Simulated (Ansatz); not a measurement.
## Squeezing Hg (simple hexagonal type)

```xyz
1
Lattice="3.2723 0.0000 0.0000 -1.6362 2.8339 0.0000 0.0000 0.0000 3.0515" Properties=species:S:1:pos:R:3 pbc="T T T"
Hg    0.0000    0.0000    0.0000
```

The cell comes from a relaxation on PAW files under the same functional, begun from a prototype that needn't be the stable phase.

Its volume is scaled, and at each volume shape and atoms are relaxed on PAW files; all methods then take that cell.

Computed with Ansatz 0.2.0; functional PBE, scalar-relativistic. Settings: a Γ-centred 13×13×12 k mesh, Fermi–Dirac smearing of 0.1 eV, no spin polarisation. Methods: LAPW: all electrons, basis error target 1 meV/atom; PAW: frozen-core files, cutoff 420 eV; crystal datasets: all electrons, by PAW datasets that the program makes for each cell; norm-conserving: pseudopotentials, cutoff 898 eV; PAW (cutoff 250 eV): frozen-core files, cutoff 250 eV.

Energies are extrapolated to zero smearing and count from the unscaled cell; pressure is positive in compression; gaps take the mesh and a band path. No temperature or zero-point motion is included.

Spin–orbit coupling is left out, which matters for the heavy atoms. The structure type is held throughout; the real material can change phase at far lower pressure.

| V/V0 | V (Å³/atom) | P LAPW (GPa) | ΔE LAPW (eV/atom) | P PAW − LAPW (GPa) | ΔE PAW − LAPW (meV/atom) | space group | shortest distance (Å) |
| --- | --- | --- | --- | --- | --- | --- | --- |
| 1.00 | 28.30 | 0.04 | 0.000 | 0.01 | 0.0 | P6/mmm | 3.051 |
| 0.90 | 25.47 | 2.97 | 0.022 | 0.01 | 0.2 | P6/mmm | 2.956 |
| 0.80 | 22.64 | 9.81 | 0.127 | 0.02 | 0.6 | P6/mmm | 2.859 |
| 0.70 | 19.81 | 25.5 | 0.418 | 0.03 | 1.1 | P6/mmm | 2.750 |
| 0.60 | 16.98 | ? | 1.142 | 0.03 | 1.8 | P6/mmm | 2.623 |
| 0.50 | 14.15 | 147.9 | 2.880 | -0.07 | 1.6 | P6/mmm | 2.476 |
| 0.40 | 11.32 | 377.7 | 7.182 | -0.19 | -1.0 | P6/mmm | 2.299 |

**Question.** Fill in "P LAPW (GPa)" for the row "0.60".

**Answer.** 61.6.

**Question.** Fit the Vinet equation to the LAPW pressures over the whole range, with residuals weighted by 1/(|P| + 0.03·Pmax).

**Answer.** V0 = 28.21 Å³/atom, B0 = 20.4 GPa and B0′ = 7.49, and the fit misses no point by more than 2.4 GPa. A fit over so wide a range pins B0 less well than one near rest.

**Question.** At the smallest volume, how far do crystal datasets and norm-conserving and PAW (cutoff 250 eV) lie from LAPW in pressure?

**Answer.** crystal datasets: 0.00 GPa; norm-conserving: +1.50 GPa; PAW (cutoff 250 eV): -8.94 GPa, on a LAPW pressure of 377.7 GPa.
